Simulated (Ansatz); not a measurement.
This is a relaxation of cell and atoms with Ansatz 0.2.0 on a 5-atom cell of BaZrO3 built on tetragonal BaTiO3 (relaxed group Pm-3m); the level of theory is r2SCAN. The starting cell comes from a relaxation with PBE.

Input (YAML):
```yaml
crystal:
  lattice:
    - [4.2271113581, 0.0, 0.0]
    - [0.0, 4.2271113581, 0.0]
    - [0.0, 0.0, 4.2272836404]
  atoms:
    - { symbol: Ba, position: [0.5, 0.5, 0.5720206902] }
    - { symbol: Zr, position: [0.0, 0.0, 0.0720022261] }
    - { symbol: O, position: [0.0, 0.5, 0.0719871508] }
    - { symbol: O, position: [0.5, 0.0, 0.0719871508] }
    - { symbol: O, position: [0.0, 0.0, 0.5719997722] }
kpoints:
  mp_grid: { grid: [6, 6, 6] }
hamiltonian:
  xc: r2scan
scf:
  occupations: { method: fermi_dirac, width: 0.02 }
relax:
  f_tol: 0.005
  cell: {}
```

Command: `ansatz run input.yaml --threads 2 --pin off --max-ram 29491MiB --backend cpu --events-out ev --progress --plain --runs-dir out`. It took 19 s on 2 threads of AMD EPYC 7R13 Processor (Zen 3) (shared host), load about 0.8 per core; peak host memory 0.66 GiB.

What the program printed (shortened):
```
Warning: at least one further symmetry operation maps every atom of the structure, as the run holds it, onto an atom to within 4.26e-5 (fractional), and is not used […]
Functional definition: r2SCAN
  parameter k0 = 0.174
  parameter k1 = 0.065
  parameter a1 = 4.9479
  exchange = r2scan_x(k0 = k0, k1 = k1, a1 = a1)
  correlation = r2scan_c
Crystal: 5 atoms, lattice volume = 75.535 Å³
Basis set: ecut = 500 eV, 1935 PW (Γ)
Bands: 25, of which v1, the nominal top of the filled ones, is band 20 counted from 1 (19 counted from 0)
Symmetry: 8 space group operations
Space group: P4mm (ITA 99)
k-points: 40 of 216 (time reversal used)
relax step 1: F+E_penalty+E_count = -11875.41446552 eV  max|allowed force component| = 2.261e-4 eV/Å  Δτ_max = 0.0000 Å  P = -2.483 GPa  Ω = 75.535 Å³
relax step 2: F+E_penalty+E_count = -11875.42145254 eV  max|allowed force component| = 4.365e-4 eV/Å  Δτ_max = 0.0001 Å  P = +1.496 GPa  Ω = 73.688 Å³
relax step 3: F+E_penalty+E_count = -11875.42424117 eV  max|allowed force component| = 5.782e-4 eV/Å  Δτ_max = 0.0002 Å  P = -0.039 GPa  Ω = 74.372 Å³
relax step 4: F+E_penalty+E_count = -11875.42370440 eV  max|allowed force component| = 5.824e-4 eV/Å  Δτ_max = 0.0000 Å  P = -0.036 GPa  Ω = 74.372 Å³  (SCF on a basis re-selected at this cell)
SCF converged after 6 iterations
Free energy (F): -11875.423704 eV
Fermi energy:    11.266416 eV
--- Stress (GPa, compression-positive) ---
       -0.034760       0.000000       0.000000
        0.000000      -0.034760       0.000000
        0.000000       0.000000      -0.037021
  P = ⅓ Tr σ = -0.0355 GPa (-0.355 kbar)
--- Relaxed structure (3 steps of the walk, 3 accepted, 1 SCFs on fresh bases) ---
  F+E_penalty+E_count = -11875.42370440 eV   max|allowed force component| = 5.824e-4 eV/Å
  cell:  # Å, volume = 74.3716 Å³
    - [4.205339, 0.000000, 0.000000]
    - [0.000000, 4.205339, 0.000000]
    - [0.000000, 0.000000, 4.205380]
  atoms:
    - { symbol: Ba, position: [0.500000, 0.500000, 0.572028] }
    - { symbol: Zr, position: [0.000000, 0.000000, 0.071993] }
    - { symbol: O, position: [0.000000, 0.500000, 0.071994] }
    - { symbol: O, position: [0.500000, 0.000000, 0.071994] }
    - { symbol: O, position: [0.000000, 0.000000, 0.571988] }
```

In 3 steps the volume changed by -1.5 %; between the first SCF and the last, each on a basis chosen for its cell, the energy fell by 1.8 meV an atom. At the end: it is cubic, Pm-3m (No. 221); conventional cell a = 4.205 Å, 14.87 Å³ an atom. Ba is surrounded by 12 O at 2.97 Å; Zr is surrounded by 6 O at 2.10 Å; O is surrounded by 2 Zr at 2.10 Å and 4 Ba at 2.97 Å.

No spin polarisation and no zero-point or thermal motion.
